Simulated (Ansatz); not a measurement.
The system is LuH2.

```
CELL_PARAMETERS angstrom
0.00000 2.51650 2.51650
2.51650 0.00000 2.51650
2.51650 2.51650 0.00000
ATOMIC_POSITIONS crystal
Lu 0.00000 0.00000 0.00000
H 0.75000 0.75000 0.75000
H 0.25000 0.25000 0.25000
```

```yaml
Program: Ansatz 0.2.0
Task: relaxation of cell and atoms
Functional: PBEsol
Dispersion: D4
Potentials_or_basis: Ansatz PAW
Cutoff: "420 eV (not typed: the program's choice for these potentials)"
k_mesh: 9 × 9 × 9
Occupations: fermi-dirac, width 0.05 eV
Spin: no spin polarisation
```

At the start: volume 10.62 Å³/atom.

Question: How do energy, volume and symmetry change on relaxing?

Answer: It ends after 4 steps and the volume is 9.93 Å³/atom (-6.5 %); space group Fm-3m (No. 225, to 0.05 Å).

Step by step:
```tsv
step	energy change (eV)	largest force (eV/Å)	volume (Å³)
1	0.0000	0.0000	31.87
2	-0.0426	0.0000	30.01
3	-0.0433	0.0000	29.79
4	-0.0415	0.0000	29.79
```

Final structure:
```yaml
crystal:
  lattice:
    - [0.00000, 2.46050, 2.46050]
    - [2.46050, 0.00000, 2.46050]
    - [2.46050, 2.46050, 0.00000]
  atoms:
    - { symbol: Lu, position: [0.00000, 0.00000, 0.00000] }
    - { symbol: H, position: [0.75000, 0.75000, 0.75000] }
    - { symbol: H, position: [0.25000, 0.25000, 0.25000] }
```

Caveat: the plane-wave basis is chosen anew once the cell has moved, so the energies of steps on either side of that aren't comparable; the PAW data sets come from PBE, with cores solved anew for the run's functional, which leaves a small shift of forces and pressure.
